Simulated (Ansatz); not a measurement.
Zinc-blende AlSb was calculated with r²SCAN (PAW; Ansatz, a program for electronic structure).

Settings: plane-wave cutoff 600 eV, 10×10×10 k mesh, scalar-relativistic PAW data made under PBE.

Cell (relaxed at this level):

```cif
data_AlSb
_chemical_formula_sum 'Al1 Sb1'
_space_group_name_H-M_alt 'P 1'
_space_group_IT_number 1
_cell_length_a 4.36796
_cell_length_b 4.36796
_cell_length_c 4.36796
_cell_angle_alpha 60.000
_cell_angle_beta 60.000
_cell_angle_gamma 60.000
loop_
_space_group_symop_operation_xyz
  'x, y, z'
loop_
_atom_site_label
_atom_site_type_symbol
_atom_site_fract_x
_atom_site_fract_y
_atom_site_fract_z
_atom_site_occupancy
Al1 Al 0.00000 0.00000 0.00000 1
Sb1 Sb 0.75000 0.75000 0.75000 1
```

**Question.** Estimate the elastic constant C12, Voigt–Reuss–Hill bulk modulus, Young modulus, elastic constant C11 and elastic constant C44 that the calculation returns.

**Answer.** 
elastic constant C12: 40.5 GPa
Voigt–Reuss–Hill bulk modulus: 55.7 GPa
Young modulus: 81.6 GPa
elastic constant C11: 86.1 GPa
elastic constant C44: 41.2 GPa

Measured, for comparison: elastic constant C12 43.4 GPa, elastic constant C11 87.7 GPa, elastic constant C44 40.8 GPa (temperature not stated, no zero-point or thermal correction; as tabulated in Oses et al. (2018), arXiv:1811.08464). Computed (rounded) less measured: elastic constant C12 -7 %, elastic constant C11 -2 %, elastic constant C44 +1.0 %.

Elastic constants are with the ions relaxed.

Spin–orbit coupling is not included.

Computed values are for the static lattice.

It cost around 8 core-minutes (rough) of CPU time.
